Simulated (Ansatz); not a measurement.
The system is LiCl.

```
Cl Li
1.0
     0.00000    2.56477    2.56477
     2.56477    0.00000    2.56477
     2.56477    2.56477    0.00000
Cl Li
1 1
Direct
  0.50000 0.50000 0.50000
  0.00000 0.00000 0.00000
```

```yaml
Program: Ansatz 0.2.0
Task: relaxation of cell and atoms
Functional: LDA
Potentials_or_basis: all-electron LAPW, scalar-relativistic
Basis_error_allowed: 0.001 eV/atom
k_mesh: 9 × 9 × 9
Occupations: fermi-dirac, width 0.05 eV
Spin: no spin polarisation
```

At the start: volume 16.87 Å³/atom.

**Question.** Where does the relaxation end?

**Answer.** Over 5 steps the energy falls by 17.2 meV/atom and the volume is 15.30 Å³/atom (-9.3 %); space group Fm-3m (No. 225, to 0.05 Å).

Step by step:
```
step  energy change (eV)  largest force (eV/Å)  volume (Å³)
   1              0.0000                0.0000        33.74
   2             -0.0309                0.0000        31.55
   3             -0.0343                0.0000        30.43
   4             -0.0345                0.0000        30.60
   5             -0.0345                0.0000        30.60
```

Final structure:
```
Cl Li
1.0
     0.00000    2.48252    2.48252
     2.48252    0.00000    2.48252
     2.48252    2.48252    0.00000
Cl Li
1 1
Direct
  0.50000 0.50000 0.50000
  0.00000 0.00000 0.00000
```
